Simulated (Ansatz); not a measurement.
# Al: the cost of one run

Computed with Ansatz 0.2.0 (DFT PBE, scalar-relativistic, plane waves, PAW, unless a step's input says otherwise).

2 further runs of the same task are left out: 2 set aside as unsound or not needed.

## 1. The starting structure

It takes space group Fm-3m (No. 225, cubic). Conventional cell: a = 4.041 Å, b = 4.041 Å, c = 4.041 Å, α = 90.00°, β = 90.00°, γ = 90.00°. Al (site symmetry m-3m) has 12 Al at 2.86 Å in its first shell of neighbours.

As a file:

```cif
data_structure
_symmetry_space_group_name_H-M 'Fm-3m'
_symmetry_Int_Tables_number 225
_cell_length_a 4.0415
_cell_length_b 4.0415
_cell_length_c 4.0415
_cell_angle_alpha 90.000
_cell_angle_beta 90.000
_cell_angle_gamma 90.000
_cell_volume 66.01
loop_
_atom_site_label
_atom_site_type_symbol
_atom_site_symmetry_multiplicity
_atom_site_Wyckoff_symbol
_atom_site_fract_x
_atom_site_fract_y
_atom_site_fract_z
_atom_site_occupancy
Al1 Al 4 a 0.00000 0.00000 0.00000 1
```

This cell was relaxed beforehand with the same method: volume 16.50 Å³/atom, gap on the mesh none (metal).

## 2. The bulk in the plane's own cell

To let mesh errors cancel, the bulk is computed in a cell built on the (311) plane.

File input.yaml:

```yaml
crystal:
  lattice:
    - [2.857741536, 0.0, 0.0]
    - [-1.428870768, 4.7390282114, 0.0]
    - [0.0, 0.0, 13.4039959379]
  atoms:
    - { symbol: Al, position: [0.0, 0.0, 0.0] }
    - { symbol: Al, position: [0.1818181818, 0.3636363636, 0.2727272727] }
    - { symbol: Al, position: [0.3636363636, 0.7272727273, 0.5454545455] }
    - { symbol: Al, position: [0.4545454545, 0.9090909091, 0.1818181818] }
    - { symbol: Al, position: [0.0909090909, 0.1818181818, 0.6363636364] }
    - { symbol: Al, position: [0.2727272727, 0.5454545455, 0.9090909091] }
    - { symbol: Al, position: [0.6363636364, 0.2727272727, 0.4545454545] }
    - { symbol: Al, position: [0.8181818182, 0.6363636364, 0.7272727273] }
    - { symbol: Al, position: [0.7272727273, 0.4545454545, 0.0909090909] }
    - { symbol: Al, position: [0.9090909091, 0.8181818182, 0.3636363636] }
    - { symbol: Al, position: [0.5454545455, 0.0909090909, 0.8181818182] }
basis:
  ecutwfc: 420
kpoints:
  mp_grid: { grid: [12, 12, 4] }
hamiltonian:
  xc: pbe
scf:
  occupations: { method: gaussian, width: 0.1 }
output:
  forces: true
  stress: true
  eigenvalues: true
```

Started as:

```console
> ansatz run input.yaml --threads 4 --pin off --max-ram 11264MiB --backend cpu --events-out ev --progress --plain --runs-dir out
```

**Question.** How long does this run take on 4 threads of AMD EPYC 9R45 (Zen 5), shared host, and how much memory does it need?

About 4.5 s, with a peak of 0.95 GiB.
